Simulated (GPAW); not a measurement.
Here is a GPAW 26.7.0 calculation.

Contents of run.py:

```python
from ase import Atoms
from ase.filters import FrechetCellFilter
from ase.io import write
from ase.optimize import BFGS
from gpaw import GPAW, PW, setup_paths

setup_paths.insert(0, '.')

atoms = Atoms(['In', 'P'],
              cell=[[0.0, 2.9305, 2.9305],
                    [2.9305, 0.0, 2.9305],
                    [2.9305, 2.9305, 0.0]],
              scaled_positions=[[0.0, 0.0, 0.0],
                                [0.75, 0.75, 0.75]],
              pbc=True)

calc = GPAW(mode=PW(600),
            xc='PBEsol',
            kpts={'size': (8, 8, 8), 'gamma': True},
            occupations={'name': 'fermi-dirac', 'width': 0.05},
            nbands=18,
            convergence={'density': 1e-05, 'forces': 0.0001},
            maxiter=150,
            txt='gpaw.txt')
atoms.calc = calc
opt = BFGS(FrechetCellFilter(atoms), trajectory='relax.traj', logfile='-')
done = opt.run(fmax=0.02, steps=60)
calc.write('gs.gpw')
write('result.traj', atoms)
print('Converged:', done)
print('Cell:', atoms.cell.cellpar().round(4))
print('Volume:', round(atoms.get_volume(), 4))
print(atoms.get_scaled_positions().round(5))
```

Potentials or basis: PAW data sets generated in the run's folder for this functional, pw.

Launch:

```sh
$ gpaw-setup -f PBEsol In P
$ OMP_NUM_THREADS=1 python run.py
```

Problem. What does it give for the relaxed volume?

Solution. 25.30 Å³/atom.

Problem. What does it give for the space group after relaxing (to 0.05 Å)?

Solution. F-43m (No. 216).

Problem. What does it give for the relaxed cell?

Solution. a = 4.152 Å, b = 4.152 Å, c = 4.152 Å, α = 60.00°, β = 60.00°, γ = 60.00°.

Final structure:
```
CELL_PARAMETERS angstrom
0.00000 2.93566 2.93566
2.93566 0.00000 2.93566
2.93566 2.93566 0.00000
ATOMIC_POSITIONS crystal
In 0.00000 0.00000 0.00000
P 0.75000 0.75000 0.75000
```

Caveat: later steps reuse the first step's grids. Zero-point motion and thermal expansion aren't in these numbers.
